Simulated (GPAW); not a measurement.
# Collinear magnetic orders of Fe2 W2 Fe2 001 with GPAW

Aim: find out whether Fe2 W2 Fe2 001 carries moments, and which collinear order costs least.

Main program and level: GPAW 26.7.0; PBE; plane waves with GPAW's PAW setups, scalar-relativistic.

### 1. Set-up

The cell holds 6 atoms: 4 Fe and 2 W. Its edges and angles: a = 3.165 Å, b = 3.165 Å, c = 18.698 Å, α = 90.0°, β = 90.0°, γ = 90.0°. ideal sites on the substrate's mesh, layer spacings from atomic volumes, unrelaxed, 12 A of vacuum. Vacuum lies along c.

Structure file:

```cif
data_structure
_symmetry_space_group_name_H-M 'P 1'
_symmetry_Int_Tables_number 1
_cell_length_a 3.1650
_cell_length_b 3.1650
_cell_length_c 18.6985
_cell_angle_alpha 90.000
_cell_angle_beta 90.000
_cell_angle_gamma 90.000
_cell_volume 187.31
loop_
_atom_site_label
_atom_site_type_symbol
_atom_site_fract_x
_atom_site_fract_y
_atom_site_fract_z
_atom_site_occupancy
Fe1 Fe 0.00000 0.00000 0.32088 1
Fe2 Fe 0.50000 0.50000 0.38388 1
W3 W 0.00000 0.00000 0.45769 1
W4 W 0.50000 0.50000 0.54231 1
Fe5 Fe 0.00000 0.00000 0.61612 1
Fe6 Fe 0.50000 0.50000 0.67912 1
```

### 2. Start 1: ferro ++++

Parallel moments need no larger cell; this start tests for a ferromagnetic state only.

order1.py

```python
import json
import numpy as np
from ase import Atoms
from ase.parallel import paropen, parprint
from gpaw import GPAW

atoms = Atoms(['Fe', 'Fe', 'W', 'W', 'Fe', 'Fe'],
    cell=[[3.165, 0.0, 0.0],
         [0.0, 3.165, 0.0],
         [0.0, 0.0, 18.698462]],
    scaled_positions=[[0.0, 0.0, 0.320882],
         [0.5, 0.5, 0.38388],
         [0.0, 0.0, 0.45769],
         [0.5, 0.5, 0.54231],
         [0.0, 0.0, 0.61612],
         [0.5, 0.5, 0.679118]],
    pbc=True,
    magmoms=[2.6, 2.6, 0.0, 0.0, 2.6, 2.6])
atoms.calc = GPAW(mode={'name': 'pw', 'ecut': 450},
    xc='PBE',
    kpts={'size': (20, 20, 1), 'gamma': True},
    occupations={'name': 'fermi-dirac', 'width': 0.05},
    convergence={'density': 1e-05, 'energy': 1e-05},
    maxiter=200,
    mixer={'name': 'pulay', 'beta': 0.03, 'nmaxold': 8, 'weight': 100},
    symmetry={'tolerance': 1e-4},
    txt='order1.txt')
e = atoms.get_potential_energy(force_consistent=True)
res = {'free_energy': e, 'energy_sigma0': atoms.get_potential_energy(), 'fermi_energy': atoms.calc.get_fermi_level()}
res['moments'] = atoms.get_magnetic_moments().tolist()
res['total'] = atoms.get_magnetic_moment()
parprint('site moments (muB):', np.round(res['moments'], 3))
parprint(f"total moment: {res['total']:.3f} muB")
parprint(f'free energy: {e:.6f} eV')
atoms.calc.write('order1.gpw')
with paropen('results.json', 'w') as f:
    json.dump(res, f)
```

Run with:

```
$ OMP_NUM_THREADS=1 mpirun -n 4 gpaw python order1.py > order1.log
```

Numbers of over 12 decimals in the logs are rounded to 6 here.

The log of the run:

```text
site moments (muB): [ 2.787  1.82  -0.212 -0.212  1.82   2.787]
total moment: 8.809 muB
free energy: -55.239551 eV

--- order1.txt ---
Input parameters:
  mode=PW(ecut=450),
  convergence={'density': 1e-05, 'energy': 1e-05},
  kpts=MonkhorstPack(size=(20, 20, 1), gamma=True),
  maxiter=200,
  mixer=Pulay(name='pulay', nmaxold=8, beta=0.03, weight=100, sigma=0.015, g_ss=None),
  occupations=Occupations(name='fermi-dirac', width=0.05),
  symmetry=Symmetry(tolerance=0.0001),
  xc=XC(name='PBE')

Diagonalizing LCAO Hamiltonian
Converting LCAO to pw mode
   .-------.
  /|       |
 * |       |
 | |       |
 | |       |
 | |       |
 | |       |
 | |       |
 | |  Fe   |
 | |       |
 | |       |
 Fe|       |
 | |  W    |
 | |       |
 W |       |
 | |  Fe   |
 | |       |
 | |       |
 Fe|       |
 | |       |
 | |       |
 | |       |
 | |       |
 | .-------.
 |/       /
 *-------*

Atoms  # Å, Bohr magnetons
|   | symbol |        x |        y |         z |    initial magnetic moments |
|---|--------|----------|----------|-----------|-----------------------------|
| 0 |     Fe | 0.000000 | 0.000000 |  6.000000 | ( 0.0000,  0.0000,  2.6000) |
| 1 |     Fe | 1.582500 | 1.582500 |  7.177966 | ( 0.0000,  0.0000,  2.6000) |
| 2 |      W | 0.000000 | 0.000000 |  8.558099 | ( 0.0000,  0.0000,  0.0000) |
| 3 |      W | 1.582500 | 1.582500 | 10.140363 | ( 0.0000,  0.0000,  0.0000) |
| 4 |     Fe | 0.000000 | 0.000000 | 11.520496 | ( 0.0000,  0.0000,  2.6000) |
| 5 |     Fe | 1.582500 | 1.582500 | 12.698462 | ( 0.0000,  0.0000,  2.6000) |

Unit cell  # Å
| periodic |        x |        y |         z |   lengths |    angles |
|----------|----------|----------|-----------|-----------|-----------|
|      yes | 3.165000 | 0.000000 |  0.000000 |  3.165000 | 90.000000 |
|      yes | 0.000000 | 3.165000 |  0.000000 |  3.165000 | 90.000000 |
|      yes | 0.000000 | 0.000000 | 18.698462 | 18.698462 | 90.000000 |

Number of symmetries: 8

BZ-sampling:
  Number of BZ points: 400
  Number of IBZ points: 66

  Monkhorst-Pack size: [20, 20, 1]
  Monkhorst-Pack shift: [0.025, 0.025, 0.0]

K-points  # in reciprocal-cell coordinates
|     |                                coordinates |     weight |
|-----|--------------------------------------------|------------|
|   0 | ( -0.00000000,  -0.00000000,   0.00000000) | 0.00250000 |
|   1 | (  0.05000000,  -0.00000000,   0.00000000) | 0.01000000 |
|   2 | (  0.05000000,   0.05000000,   0.00000000) | 0.01000000 |
|   3 | (  0.10000000,  -0.00000000,   0.00000000) | 0.01000000 |
|   4 | (  0.10000000,   0.05000000,   0.00000000) | 0.02000000 |
|   5 | (  0.10000000,   0.10000000,   0.00000000) | 0.01000000 |
|   6 | (  0.15000000,  -0.00000000,   0.00000000) | 0.01000000 |
|   7 | (  0.15000000,   0.05000000,   0.00000000) | 0.02000000 |
|   8 | (  0.15000000,   0.10000000,   0.00000000) | 0.02000000 |
|   9 | (  0.15000000,   0.15000000,   0.00000000) | 0.01000000 |
| ... |                                            |            |
|  65 | (  0.50000000,   0.50000000,   0.00000000) | 0.00250000 |

Plane wave coefficients: 4121
Cutoff: 450.000000 eV

Spin-components: 2 (collinear spins)
Bands:           47
Projectors:      36
Spin-degeneracy: 1
Datatype:        complex128

Parallelization:
  kpt:    4
  domain: 1
  band:   1

Density:
  Valence electrons: 60.0
  Components: 2
  Grid points: [16 16 96]
  Charge: 0.0  # |e|

Potential:
  Grid points: [16 16 96]

species:
  Fe:
    name:    Iron
    Z:       26.0
    valence: 8
    core:    18
    charge:  0.0  # [|e|]
    compensation charges:
      type: gauss
      rc: 0.33  # [Å]
      lmax: 2
    cutoffs:
      filter: 2.06  # [Å]
      core: 2.67  # [Å]
    projectors
    | kind |    occ | energy [eV] | rcut [Å] |
    |------|--------|-------------|----------|
    |   4s |  2.000 |      -5.291 |    1.164 |
    |   4p |  0.000 |      -1.326 |    1.058 |
    |   3d |  6.000 |      -7.505 |    1.058 |
    |    s |        |      21.920 |    1.164 |
    |    p |        |      25.885 |    1.058 |
    |    d |        |      19.706 |    1.058 |

    Using partial waves for Fe as LCAO basis

  W:
    name:    Tungsten
    Z:       74.0
    valence: 14
    core:    60
    charge:  0.0  # [|e|]
    compensation charges:
      type: gauss
      rc: 0.40  # [Å]
      lmax: 2
    cutoffs:
      filter: 2.36  # [Å]
      core: 3.02  # [Å]
    projectors
    | kind |    occ | energy [eV] | rcut [Å] |
    |------|--------|-------------|----------|
    |   5s |  2.000 |     -78.830 |    1.344 |
    |   6s |  2.000 |      -5.697 |    1.344 |
    |   5p |  6.000 |     -43.233 |    1.355 |
    |   6p |  0.000 |      -1.367 |    1.355 |
    |   5d |  4.000 |      -4.494 |    1.228 |
    |    d |        |      22.717 |    1.228 |

    Using partial waves for W as LCAO basis

Reference energy: -1016021.161710  # eV

eigensolver:
  PPCG
  Converge bands: occupied
  niter=2

density mixing:
  Pulay-Mixer
  Linear mixing parameters: 0.03
  Old densities: 8
  Fourier metric: weight=100, sigma=0.015

occupation numbers:
  Fermi-Dirac:
    width: 0.0500  # eV

poisson solver:
  ecut: 3600.000000  # eV

xc functional:
  name: PBE with 2 nearest neighbor stencil

convergence criteria:
- Maximum integral of absolute [dens]ity change: 1e-05 electrons / valence electron
- Maximum [total energy] change in last 3 cyles: 1e-05 eV / valence electron
- Maximum integral of absolute [eigenst]ate change: 4e-08 eV^2 / valence electron
maximum number of iterations: 200

SCF iterations
|iter     |      energy | eigst |  dens |  magmom |
|---------|-------------|-------|-------|---------|
|iter:   1|       0s |  -57.168031 | +0.24 |       | +10.4158|
|iter:   2|      10s |  -56.595850 | -1.39 | -0.86 | +10.3591|
|iter:   3|      21s |  -56.020034 | -2.02 | -0.95 | +10.2953|
|iter:   4|      30s |  -55.704019 | -2.37 | -1.01 | +10.2425|
|iter:   5|      39s |  -54.985536 | -0.94 | -1.04 |  +9.9226|
|iter:   6|      49s |  -55.022373 | -2.09 | -1.22 |  +9.9185|
|iter:   7|      60s |  -54.998448 | -3.16 | -1.21 |  +9.9001|
|iter:   8|      72s |  -55.063852 | -2.13 | -1.23 |  +9.7455|
|iter:   9|      83s |  -55.043557 | -1.75 | -1.32 |  +9.6295|
|iter:  10|      94s |  -55.023879 | -2.26 | -1.41 |  +9.6209|
[... 39 iterations left out ...]
|iter:  50|     490s |  -55.209002c| -7.68c| -3.81 |  +8.8115|
|iter:  51|     503s |  -55.209001c| -7.22 | -3.86 |  +8.8098|
|iter:  52|     516s |  -55.208999c| -7.33 | -4.01 |  +8.8092|
|iter:  53|     522s |  -55.208999c| -7.89c| -4.14 |  +8.8090|
|iter:  54|     526s |  -55.208998c| -8.03c| -4.15 |  +8.8086|
|iter:  55|     536s |  -55.208992c| -7.25 | -4.21 |  +8.8092|
|iter:  56|     541s |  -55.208992c| -8.42c| -4.71 |  +8.8092|
|iter:  57|     547s |  -55.208991c| -8.27c| -4.72 |  +8.8092|
|iter:  58|     553s |  -55.208990c| -7.95c| -4.85 |  +8.8090|
|iter:  59|     559s |  -55.208990c| -8.24c| -5.03c|  +8.8090|

Converged in 59 steps
Energy contributions relative to reference atoms: (reference = -1016021.161710)

Energy contributions:
  Kinetic:          32.759957
  Coulomb:         -33.048002
  Zero:              0.497880
  External:          0.000000
  Xc:              -55.388263
  Entropy:          -0.061123
  Spinorbit:         0.000000
  ----------------------------
  Free energy:     -55.239551
  Extrapolated:    -55.208990

dipole moment: (-27.258201, -27.258201, -0.000331)  # |e|*Ang

Total magnetic moment: (0.000000, 0.000000, 8.808954)

Local magnetic moments
|        x |        y |         z |
|----------|----------|-----------|
| 0.000000 | 0.000000 |  2.786914 |  # Fe   0
| 0.000000 | 0.000000 |  1.820008 |  # Fe   1
| 0.000000 | 0.000000 | -0.212125 |  # W    2
| 0.000000 | 0.000000 | -0.212125 |  # W    3
| 0.000000 | 0.000000 |  1.820009 |  # Fe   4
| 0.000000 | 0.000000 |  2.786914 |  # Fe   5

Fermi level: 2.887
Eigenvalues  # (at kpt = [-0.000, -0.000, 0.000])
| band index |      eig [eV] | occ [0-1] |      eig [eV] | occ [0-1] |
|------------|---------------|-----------|---------------|-----------|
|          0 |       -70.949 |     1.000 |       -71.046 |     1.000 |
|        ... |               |           |               |           |
|         23 |         0.624 |     1.000 |         2.486 |     1.000 |
|         24 |         0.963 |     1.000 |         2.486 |     1.000 |
|         25 |         0.999 |     1.000 |         2.755 |     0.933 |
|         26 |         1.040 |     1.000 |         2.890 |     0.481 |
|         27 |         1.040 |     1.000 |         2.952 |     0.212 |
|         28 |         1.165 |     1.000 |         2.952 |     0.212 |
|         29 |         1.165 |     1.000 |         2.979 |     0.137 |
|         30 |         1.408 |     1.000 |         3.322 |     0.000 |
|         31 |         1.786 |     1.000 |         3.827 |     0.000 |
|         32 |         1.964 |     1.000 |         3.827 |     0.000 |
|         33 |         2.512 |     0.999 |         3.983 |     0.000 |
|         34 |         2.512 |     0.999 |         4.026 |     0.000 |
|         35 |         3.484 |     0.000 |         4.506 |     0.000 |
|         36 |         3.525 |     0.000 |         4.603 |     0.000 |
|         37 |         3.657 |     0.000 |         4.661 |     0.000 |
|        ... |               |           |               |           |
|         46 |         9.771 |     0.000 |        10.008 |     0.000 |

No gap
No difference between direct/indirect transitions
```

Elapsed: 9.6 min, on 4 MPI ranks of AMD EPYC 7R32 (Zen 2), shared host; peak memory 1.3 GiB; 39 min of CPU time.

Spin moment in the augmentation sphere by atom:

```
atom  spin moment in the augmentation sphere (μB)
 Fe1                                         2.79
 Fe2                                         1.82
  W3                                        -0.21
  W4                                        -0.21
 Fe5                                         1.82
 Fe6                                         2.79
```

Numbers from this step:

```
magnetization : 8.809 μB
final state   : ferromagnetic
```

After 59 cycles the largest moment stands at 2.79 μB.

(Continued in part 2 of 2.)

[Logs and program files are shortened in this print: banners, set-up blocks, solver, clock and traceback lines can be left out without a mark of their own.]

[Logs are printed without paths, hosts, clocks, repeated set-up lines and the standing remarks that a program may print on its own settings, such as how far it seeks lower states.]

[Hosts, paths, dates, database ids (printed as entryN), source tags and the programs' standing remarks are cut or masked in the printed files.]

[Where a cell is said to come from a database of computed structures, the database is the Materials Project.]
